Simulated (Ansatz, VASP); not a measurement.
Two plane-wave programs on V

Contents of INCAR:

```
SYSTEM = V
ALGO     = Normal         ! electronic algorithm
EDIFF    = 1E-7           ! SCF threshold, eV
ENCUT    = 520            ! plane-wave cutoff, eV
GGA      = PS             ! functional
ISIF     = 2              ! what is computed and relaxed
ISMEAR   = 0              ! smearing method
ISPIN    = 2              ! spin polarisation
LASPH    = .True.         ! aspherical terms in the spheres
LCHARG   = .False.        ! write CHGCAR
LMAXMIX  = 4              ! l up to which the mixer works
LORBIT   = 11             ! projections on sites
LREAL    = .False.        ! projectors in reciprocal space
LWAVE    = .False.        ! write WAVECAR
MAGMOM   = 2              ! initial moments
NBANDS   = 16             ! bands
NELM     = 150            ! most SCF steps
PREC     = Accurate       ! precision mode
SIGMA    = 0.1            ! smearing width, eV
```

File KPOINTS:

```
k-points
0
Gamma
  9 9 8
  0 0 0
```

POSCAR

```
V
1.0
    2.5924543552      0.0000000000      0.0000000000
   -1.2962271776      2.2451313298      0.0000000000
    0.0000000000      0.0000000000      2.4223245382
V
1
Direct
    0.0000000000      0.0000000000      0.0000000000
```

Input for Ansatz:

```yaml
crystal:
  lattice:
    - [2.5924543552, 0.0, 0.0]
    - [-1.2962271776, 2.2451313298, 0.0]
    - [0.0, 0.0, 2.4223245382]
  atoms:
    - { symbol: V, position: [0.0, 0.0, 0.0], spin: 2.0 }
basis:
  ecutwfc: 420
kpoints:
  mp_grid: { grid: [9, 9, 8] }
hamiltonian:
  xc: pbesol
scf:
  occupations: { method: gaussian, width: 0.1 }
  lower_state_search: "off"
output:
  forces: true
  stress: true
  eigenvalues: true
  populations: true
magnetization:
  spin_polarized: true
```

Alike in both runs: task single point; functional PBEsol; k mesh 9 × 9 × 8; occupations gaussian, width 0.1 eV; collinear spin.

|  | VASP | Ansatz |
| --- | --- | --- |
| version | VASP 6.6.1 | Ansatz 0.2.0 |
| potentials or method | VASP PAW PBE potentials, release 64 (V_sv) | scalar-relativistic, plane waves, PAW |
| plane-wave cutoff (eV) | 520 | 420 |
| valence electrons in the cell | 13 | 13 |

```csv
,VASP,Ansatz,Ansatz less VASP
gap on the k mesh at the Fermi level (eV),none,none,-
pressure (GPa),-6.3,-6.5,-0.21
largest component of the traceless stress (GPa),0.20,0.06,-0.140
net moment per atom (μB),0.00,0.00,0.000
```

A gap of «none» marks a metal or a gap that the smearing closes. Ansatz warned: «seeded_moment_not_kept».

Caveats: the PAW data sets were made with another functional, which shifts forces and pressure a little (VASP).
